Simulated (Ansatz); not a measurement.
Born–Oppenheimer molecular dynamics of C₂H₄O₂ (8 atoms, charge 0, multiplicity 1). It starts from a rough guess of a transition structure, not a stationary point.

Computed with UKS CAM-B3LYP-D4/STO-3G in Ansatz.

```json
{
  "ensemble": "NVE (velocity Verlet)",
  "time step": "0.5 fs",
  "steps asked": "150",
  "starting velocities drawn for": "100 K",
  "seed": "939790"
}
```

Frames 1 fs apart, positions in Å, forces in eV/Å.

Velocities at 35.0 fs (Å/ps):

```
H 12.91 15.07 -6.04
O 0.70 1.35 12.84
C -3.87 -5.41 11.06
C -6.20 -7.61 -28.47
O 6.64 8.80 5.71
H -9.57 -7.60 -32.86
H 2.69 -12.94 -16.87
H -2.62 -0.48 -31.28
```

```xyz
8
Properties=species:S:1:pos:R:3:forces:R:3 time_fs=35.0 energy_less_start_eV=-1.020 T=1414
H -0.003 -0.141 -2.364 1.58 1.90 0.66
O 0.473 0.458 -1.593 -3.62 -4.32 -0.63
C -0.222 -0.309 -0.515 1.79 2.61 1.18
C 0.242 0.341 0.823 1.13 0.27 0.03
O -1.013 -1.263 -0.527 0.13 0.03 -1.57
H 1.293 0.738 0.734 -1.13 -0.36 0.06
H -0.425 1.155 1.151 0.05 -0.12 -0.20
H 0.217 -0.458 1.563 0.07 -0.01 0.47
8
Properties=species:S:1:pos:R:3:forces:R:3 time_fs=36.0 energy_less_start_eV=-1.036 T=1434
H 0.018 -0.117 -2.367 1.34 1.61 0.58
O 0.472 0.458 -1.581 -3.36 -4.02 -0.53
C -0.226 -0.313 -0.503 2.40 3.40 0.09
C 0.236 0.334 0.794 1.31 0.50 0.91
O -1.007 -1.254 -0.522 -0.85 -1.16 -1.61
H 1.278 0.728 0.702 -0.84 -0.26 0.05
H -0.423 1.141 1.133 -0.11 0.08 -0.17
H 0.215 -0.459 1.535 0.11 -0.14 0.69
8
Properties=species:S:1:pos:R:3:forces:R:3 time_fs=37.0 energy_less_start_eV=-1.037 T=1434
H 0.051 -0.078 -2.365 0.76 0.89 -0.02
O 0.470 0.456 -1.568 -2.69 -3.21 0.13
C -0.227 -0.315 -0.492 2.71 3.76 -1.20
C 0.232 0.327 0.766 1.19 0.59 2.12
O -1.001 -1.246 -0.518 -1.66 -2.15 -1.65
H 1.256 0.717 0.669 -0.20 -0.02 0.02
H -0.421 1.129 1.114 -0.25 0.26 -0.12
H 0.213 -0.461 1.512 0.16 -0.12 0.73
8
Properties=species:S:1:pos:R:3:forces:R:3 time_fs=38.0 energy_less_start_eV=-0.955 T=1329
H 0.091 -0.031 -2.363 -0.02 -0.07 -1.02
O 0.466 0.452 -1.556 -1.76 -2.05 1.21
C -0.226 -0.313 -0.481 2.55 3.52 -2.65
C 0.228 0.320 0.741 0.93 0.68 3.63
O -0.996 -1.239 -0.515 -2.18 -2.77 -1.66
H 1.231 0.705 0.637 0.61 0.31 -0.02
H -0.422 1.119 1.094 -0.32 0.36 -0.09
H 0.214 -0.464 1.497 0.19 0.04 0.61
8
Properties=species:S:1:pos:R:3:forces:R:3 time_fs=39.0 energy_less_start_eV=-0.798 T=1128
H 0.131 0.016 -2.370 -0.62 -0.81 -1.79
O 0.461 0.446 -1.543 -0.91 -1.01 2.02
C -0.223 -0.309 -0.473 1.88 2.61 -4.15
C 0.225 0.314 0.718 0.82 0.97 5.26
O -0.992 -1.234 -0.512 -2.34 -2.96 -1.65
H 1.213 0.696 0.605 1.25 0.58 -0.02
H -0.425 1.112 1.072 -0.29 0.36 -0.07
H 0.216 -0.467 1.487 0.21 0.25 0.40
8
Properties=species:S:1:pos:R:3:forces:R:3 time_fs=40.0 energy_less_start_eV=-0.658 T=948
H 0.165 0.056 -2.395 -0.74 -0.92 -1.45
O 0.455 0.440 -1.528 -0.43 -0.46 1.58
C -0.218 -0.303 -0.468 0.81 1.18 -5.45
C 0.223 0.309 0.699 1.17 1.59 6.71
O -0.989 -1.231 -0.511 -2.20 -2.77 -1.60
H 1.206 0.693 0.573 1.36 0.66 0.06
H -0.432 1.109 1.050 -0.18 0.30 -0.05
H 0.220 -0.467 1.481 0.21 0.41 0.21
8
Properties=species:S:1:pos:R:3:forces:R:3 time_fs=41.0 energy_less_start_eV=-0.554 T=812
H 0.192 0.087 -2.432 -0.54 -0.61 -0.04
O 0.449 0.433 -1.513 -0.17 -0.24 -0.15
C -0.213 -0.295 -0.467 -0.44 -0.47 -6.26
C 0.221 0.305 0.685 1.96 2.46 7.65
O -0.988 -1.229 -0.511 -1.86 -2.34 -1.55
H 1.211 0.695 0.542 0.88 0.52 0.24
H -0.440 1.108 1.028 -0.04 0.22 -0.02
H 0.226 -0.464 1.478 0.21 0.45 0.12
8
Properties=species:S:1:pos:R:3:forces:R:3 time_fs=42.0 energy_less_start_eV=-0.443 T=670
H 0.215 0.112 -2.470 -0.36 -0.31 1.50
O 0.443 0.427 -1.498 0.18 0.08 -2.24
C -0.208 -0.289 -0.471 -1.58 -1.97 -6.26
C 0.221 0.303 0.678 2.81 3.28 7.80
O -0.988 -1.229 -0.511 -1.47 -1.84 -1.51
H 1.225 0.703 0.512 0.13 0.26 0.48
H -0.448 1.110 1.005 0.10 0.15 0.05
H 0.234 -0.456 1.475 0.19 0.36 0.17
8
Properties=species:S:1:pos:R:3:forces:R:3 time_fs=43.0 energy_less_start_eV=-0.362 T=568
H 0.233 0.134 -2.493 -0.32 -0.21 2.44
O 0.438 0.420 -1.484 0.70 0.61 -3.92
C -0.205 -0.283 -0.481 -2.40 -3.07 -5.33
C 0.224 0.304 0.677 3.31 3.76 7.11
O -0.989 -1.230 -0.513 -1.12 -1.40 -1.50
H 1.240 0.713 0.488 -0.54 0.02 0.72
H -0.455 1.113 0.983 0.21 0.11 0.15
H 0.244 -0.445 1.474 0.16 0.17 0.33
8
Properties=species:S:1:pos:R:3:forces:R:3 time_fs=44.0 energy_less_start_eV=-0.377 T=587
H 0.249 0.154 -2.494 -0.40 -0.30 2.54
O 0.432 0.414 -1.473 1.32 1.31 -4.91
C -0.203 -0.281 -0.494 -2.84 -3.67 -3.58
C 0.229 0.307 0.682 3.28 3.77 5.75
O -0.991 -1.231 -0.515 -0.88 -1.08 -1.52
H 1.250 0.724 0.470 -0.89 -0.11 0.91
H -0.461 1.117 0.962 0.28 0.11 0.28
H 0.256 -0.432 1.477 0.14 -0.04 0.53
8
Properties=species:S:1:pos:R:3:forces:R:3 time_fs=45.0 energy_less_start_eV=-0.485 T=724
H 0.261 0.171 -2.471 -0.57 -0.52 1.75
O 0.427 0.409 -1.464 1.95 2.06 -5.02
C -0.204 -0.281 -0.511 -2.89 -3.79 -1.32
C 0.237 0.314 0.691 2.72 3.30 4.11
O -0.993 -1.234 -0.519 -0.76 -0.91 -1.58
H 1.252 0.734 0.461 -0.86 -0.10 0.98
H -0.464 1.123 0.944 0.30 0.13 0.43
H 0.269 -0.420 1.484 0.10 -0.17 0.66
8
Properties=species:S:1:pos:R:3:forces:R:3 time_fs=46.0 energy_less_start_eV=-0.596 T=864
H 0.267 0.183 -2.432 -0.79 -0.86 0.04
O 0.424 0.405 -1.459 2.52 2.78 -4.13
C -0.207 -0.284 -0.528 -2.62 -3.49 1.02
C 0.247 0.323 0.703 1.75 2.43 2.61
O -0.996 -1.237 -0.523 -0.77 -0.90 -1.66
H 1.245 0.742 0.461 -0.44 0.04 0.93
H -0.463 1.129 0.930 0.29 0.15 0.56
H 0.283 -0.409 1.498 0.06 -0.15 0.64
```

Of the whole run (75 fs, mean temperature of the second half 1028 K): The conserved energy stayed within 0.44 meV per atom of its start (net change -0.11 meV per atom), so the integration is sound. The system heated up, since it started high on the potential surface and ran downhill. A run of 0.075 ps of so small a system gives no equilibrium averages. The orbitals stay closed-shell, which can raise the energy where a bond breaks towards radicals; this wasn't checked here. Limits of this set-up: minimal basis.

Run time: 4.7 min on 1 thread of Arm Neoverse V1 (shared host), peak memory 0.1 GiB.
